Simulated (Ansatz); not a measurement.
# GaP: the cost of one run

Method: reference: DFT, HSE06, plane waves, PAW, in Ansatz 0.2.0.

6 further runs of the same task are left out: 1 for a known fault of the program, 5 that didn't finish.

## Step 1: The starting structure

Symmetry: Fm-3m, No. 225, cubic system. Conventional cell: a = 5.117 Å, b = 5.117 Å, c = 5.117 Å, α = 90.00°, β = 90.00°, γ = 90.00°. Around Ga (site symmetry m-3m) lie 6 P at 2.56 Å. Around P (site symmetry m-3m) lie 6 Ga at 2.56 Å.

Structure file:

```
Ga P
1.0
     0.00000    2.55854    2.55854
     2.55854    0.00000    2.55854
     2.55854    2.55854    0.00000
Ga P
1 1
Direct
  0.00000 0.00000 0.00000
  0.50000 0.50000 0.50000
```

## Step 2: Reference

Input file input.yaml:

```yaml
crystal:
  lattice:
    - [0.0, 2.5585352627, 2.5585352627]
    - [2.5585352627, 0.0, 2.5585352627]
    - [2.5585352627, 2.5585352627, 0.0]
  atoms:
    - { symbol: Ga, position: [0.0, 0.0, 0.0] }
    - { symbol: P, position: [0.5, 0.5, 0.5] }
kpoints:
  mp_grid: { grid: [4, 4, 4] }
hamiltonian:
  xc: hse06
scf:
  occupations: { method: fermi_dirac, width: 0.02 }
  n_extra_bands: 4
output:
  forces: true
  stress: true
  eigenvalues: true
```

Started as:

```sh
ansatz run input.yaml --threads 4 --pin off --max-ram 3686MiB --backend cpu --events-out ev --progress --plain --runs-dir out
```

Q: Estimate wall time and peak memory on 4 threads of an x86-64 CPU, shared host.

About 11 s, with a peak of 0.57 GiB.
